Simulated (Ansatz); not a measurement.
KCl (h-MgO type), relaxed with r2SCAN: 7 runs in the PAW code Ansatz, each a construction of maximally localised Wannier functions. It is hexagonal, P6_3/mmc (No. 194); a = 5.344 Å, c = 6.239 Å in the conventional setting, 38.57 Å³ an atom. Around K lie 5 Cl at 3.09–3.12 Å; around Cl lie 5 K at 3.09–3.12 Å. Values at 0 K without nuclear motion; spin polarisation is off, and the phase may be a hypothetical one.

```yaml
crystal:
  lattice:
    - [5.34367, 0.00000, 0.00000]
    - [-2.67184, 4.62776, 0.00000]
    - [0.00000, 0.00000, 6.23905]
  atoms:
    - { symbol: K, position: [0.33333, 0.66667, 0.25000] }
    - { symbol: K, position: [0.66667, 0.33333, 0.75000] }
    - { symbol: Cl, position: [0.66667, 0.33333, 0.25000] }
    - { symbol: Cl, position: [0.33333, 0.66667, 0.75000] }
```

Windows count from the top of the filled bands; a dash means that no such window was set (without an outer window there is no disentanglement).

```
functional  SCF mesh  trial orbitals  functions   mesh  window (eV)  frozen (eV)  Ω total (Å²)  Ω invariant (Å²)  largest spread (Å²)  least projectability  interpolation miss of the model's filled bands (eV, to the nearest computed level)
       PBE     6×6×4      Cl s, Cl p          8  6×6×4            –            –         11.07              9.88                 1.39                  0.80                                                                               0.001
       PBE     6×6×4      Cl s, Cl p          8  6×6×2            –            –         10.65              9.43                 1.34                  0.80                                                                               0.019
       PBE     6×6×4            Cl p          6  6×6×4            –            –          8.70              8.69                 1.45                  0.98                                                                               0.001
    r2SCAN     6×6×4      Cl s, Cl p          8  6×6×4            –            –         10.41              9.14                 1.31                  0.84                                                                               0.001
    r2SCAN     6×6×4            Cl p          6  6×6×4            –            –          8.56              8.55                 1.43                  0.98                                                                               0.001
     HSE06     6×6×4      Cl s, Cl p          8  6×6×4            –            –         10.22              8.96                 1.29                  0.85                                                                                   –
     HSE06     6×6×4            Cl p          6  6×6×4            –            –          8.51              8.50                 1.42                  0.99                                                                                   –
```

For Cl s, Cl p with PBE the spread goes 10.65 Å² (6×6×2), 11.07 Å² (6×6×4): finite differences on a coarse mesh understate it.
